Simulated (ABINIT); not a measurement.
Input of an ABINIT 10.8.3 (patched build) run:

Contents of run.abi:

```
# Datasets: one volume each
ndtset 7
getwfk -1
scalecart1 3*0.9795861087
scalecart2 3*0.9864848297
scalecart3 3*0.9932883884
scalecart4 3*1.0000000000
scalecart5 3*1.0066227096
scalecart6 3*1.0131594038
scalecart7 3*1.0196128224

# Pseudopotentials
pp_dirpath "./"
pseudos "73_Ta_13_2.2_2.6_pbe_n_v1.0.psp8"

# Structure
acell 3*1.0
rprim
    -3.1204669551     3.1204669551     3.1204669551
     3.1204669551    -3.1204669551     3.1204669551
     3.1204669551     3.1204669551    -3.1204669551
ntypat 1
znucl 73
natom 1
typat 1
xred
     0.0000000000     0.0000000000     0.0000000000

# Plane-wave basis
ecut 18.0

# k points
kptopt 1
ngkpt 11 11 11
nshiftk 1
shiftk 0.0 0.0 0.0

# Exchange and correlation
ixc 11

# Bands and occupations
nband 11
occopt 3
tsmear 0.00183747

# SCF cycle
nstep 100
tolvrs 1.0e-10

# Output
iomode 3
prtwf 1
prtden 0
prteig 0
prtebands 0
```

Potentials or basis: SPMS NC PBE v1.0.

The run is started by

```console
$ abinit run.abi > log 2>&1
```

(1) Predict the bulk modulus.

(2) Predict the equilibrium volume.

Answers

(1) 195 GPa.

(2) 18.24 Å³/atom.

Caveat: pressures at fixed basis lie under the slope of the energies.

**Experimental background.**

“Refinement of the equation of state of tantalum”, 2004, arxiv:cond-mat/0403080 quotes, for a bulk crystal of Ta: bulk modulus 194 GPa.

A measured bulk modulus of Ta is 194 GPa (quoted in “Refinement of the equation of state of tantalum”, 2004, arxiv:cond-mat/0403080); the calculated 195 GPa misses it by +0.3 %. The fit is for a static lattice scaled at fixed shape and fixed fractional positions.
